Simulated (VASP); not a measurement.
A run of VASP 6.6.1:

INCAR

```
PREC = Accurate
ENCUT = 600
EDIFF = 1E-7
ISMEAR = 0
SIGMA = 0.03
LREAL = False
LASPH = True
NELM = 80
ALGO = Normal
ISIF = 3
LWAVE = False
LCHARG = False
GGA = PS
IBRION = 2
NSW = 90
EDIFFG = -0.005
```

File KPOINTS:

```
regular mesh
0
Gamma
  8 8 8
```

POSCAR

```
CuI                                     
1.0
   -0.0000000000      2.9729987622      2.9729987622
    2.9729987622      0.0000000000      2.9729987622
    2.9729987622      2.9729987622     -0.0000000000
  Cu              I             
     1     1
Direct
     0.2500000000000000    0.2500000000000000    0.2500000000000000
     0.0000000000000000    0.0000000000000000    0.0000000000000000
```

Potentials or basis: VASP PAW PBE potentials, release 64 (Cu, I).

Launch:

```sh
$ cat potpaw_PBE.64/Cu/POTCAR potpaw_PBE.64/I/POTCAR > POTCAR
$ mpirun -np 1 vasp_std > vasp.out
```

Hardware: 1 thread of Intel(R) Xeon(R) 6975P-C (Granite Rapids) (shared host).

Estimate the wall time of this run.

Wall time 16 s on 1 thread of Intel(R) Xeon(R) 6975P-C (Granite Rapids), with other jobs on the host, peak memory 0.21 GiB. Counts: scf iterations 18, k points 29, ion steps 1.
